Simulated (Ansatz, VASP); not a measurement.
HfN: VASP beside Ansatz

```
CELL_PARAMETERS angstrom
0.00000 2.27390 2.27390
2.27390 0.00000 2.27390
2.27390 2.27390 0.00000
ATOMIC_POSITIONS crystal
Hf 0.00000 0.00000 0.00000
N 0.50000 0.50000 0.50000
```

Alike in both runs: functional PBE; k mesh 16 × 16 × 16; occupations gaussian, width 0.1 eV; no spin polarisation.

Ansatz relaxed the structure, and its values are those at the end. VASP's run is a single point on that final structure, the one shown.

|  | VASP | Ansatz |
| --- | --- | --- |
| version | VASP 6.6.1 | Ansatz 0.2.0 |
| potentials or method | VASP PAW PBE potentials, release 64 (Hf_pv, N) | scalar-relativistic, plane waves, PAW |
| plane-wave cutoff (eV) | 520 | 420 |
| valence electrons in the cell | 15 | 31 |

Ansatz gave:

```
gap on the k mesh at the Fermi level (eV) : none
pressure (GPa)                            : 0.0
```

Problem. Which values does VASP return?

Solution. gap on the k mesh at the Fermi level (eV): none; pressure (GPa): -2.3.

A gap of «none» marks a metal or a gap that the smearing closes. With one functional, cell and mesh, what is left measures potentials, basis and numerics. The two sets of potentials don't hold the same shells in valence.

Spin-orbit coupling is left out, which matters for the levels of Hf.
